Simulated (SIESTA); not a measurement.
Crystal: GaN.

```
CELL_PARAMETERS angstrom
3.18000 0.00000 0.00000
-1.59000 2.75396 0.00000
0.00000 0.00000 5.16600
ATOMIC_POSITIONS crystal
Ga 0.66667 0.33333 0.50000
Ga 0.33333 0.66667 0.00000
N 0.66667 0.33333 0.87500
N 0.33333 0.66667 0.37500
```

Base run:

```yaml
Program: SIESTA 5.4.2
Functional: PBE
Potentials_or_basis: PseudoDojo 0.4 standard (PBE files)
Basis: DZP (energy shift 0.002 Ry; radii capped at 9.5 bohr)
Grid_cutoff: 800 Ry
Energy_shift: 0.002 Ry
k_mesh: 10 × 10 × 5
Occupations: fermi-dirac, width 0.05 eV
Spin: no spin polarisation
```

Its results: band gap on the k mesh 1.99 eV, direct; pressure 11.3 GPa; largest force 0.131 eV/Å.

**Question.** The run is repeated on the same cell with these changes: potentials or basis from PseudoDojo 0.4 standard (PBE files) to PseudoDojo 0.4 stringent (PBE files); valence electrons from 36 to 52. What comes out?

**Answer.** Band gap on the k mesh 2.57 eV, direct; pressure 5.3 GPa; largest force 0.156 eV/Å.

Caveats: semicore shells carry a single zeta, which can move pressures by several GPa and volumes by a few percent; the basis of atomic orbitals isn't converged, which shifts pressures, moduli and gaps; the valence orbitals were made in a potential fitted to the semicore shell under them, which widens gaps by tenths of an eV or more (some runs).

A k mesh can miss the band edges.
